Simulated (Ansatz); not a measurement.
Band structure of InN (P6_3mc, 8 atoms in the cell).

```
CELL_PARAMETERS angstrom
      3.53954     0.00000     0.00000
     -1.76977     3.06533     0.00000
      0.00000     0.00000    11.58756
ATOMIC_POSITIONS crystal
  In 0.00000 0.00000 0.00000
  In 0.00000 0.00000 0.50000
  In 0.66667 0.33333 0.75018
  In 0.33333 0.66667 0.25018
  N  0.00000 0.00000 0.81216
  N  0.00000 0.00000 0.31216
  N  0.66667 0.33333 0.56329
  N  0.33333 0.66667 0.06329
```

Computed with PBE, PAW files (plane waves; Ansatz, a quantum-chemistry and plane-wave program).

Settings: basis.ecutwfc = 420 eV; kpoints.mp_grid.grid = 6 6 2; hamiltonian.xc = pbe; hamiltonian.pseudopotentials = {kind: paw} (the program's default PAW files); scf.occupations.method = fermi_dirac; scf.occupations.width = 0.05 eV; kpoints.band_path.npoints = 10.

The starting cell was generated: these elements placed on a structure prototype, without a prior relaxation; it need not be a known phase or ordering of this composition. Its lattice was rescaled by a random factor within 2.5 % of one. The run gives no clean gap (levels at the Fermi energy touch, overlap or are partly filled at this smearing), which alone does not show that the compound is a metal.

Levels in eV from the Fermi level, bands 33 to 40:
```json
[
 {"point": "Γ", "33": "-0.45", "34": "-0.42", "35": "-0.09", "36": "-0.04", "37": "-0.04", "38": "2.07", "39": "2.29", "40": "2.91"},
 {"point": "M", "33": "-1.61", "34": "-1.58", "35": "-1.12", "36": "-0.87", "37": "2.96", "38": "3.00", "39": "4.11", "40": "4.40"},
 {"point": "K", "33": "-2.40", "34": "-1.79", "35": "-1.79", "36": "-1.34", "37": "5.01", "38": "5.13", "39": "5.13", "40": "5.43"},
 {"point": "A", "33": "-0.17", "34": "-0.17", "35": "-0.17", "36": "-0.17", "37": "1.10", "38": "1.10", "39": "2.77", "40": "2.77"},
 {"point": "L", "33": "-1.57", "34": "-1.57", "35": "-1.10", "36": "-1.10", "37": "3.49", "38": "3.49", "39": "3.70", "40": "3.70"},
 {"point": "H", "33": "-1.86", "34": "-1.86", "35": "-1.62", "36": "-1.62", "37": "4.83", "38": "4.83", "39": "5.37", "40": "5.37"}
]
```

Bands cross the Fermi level along this path, so the cell is metallic at this level.

Keys are those of Ansatz 0.2.
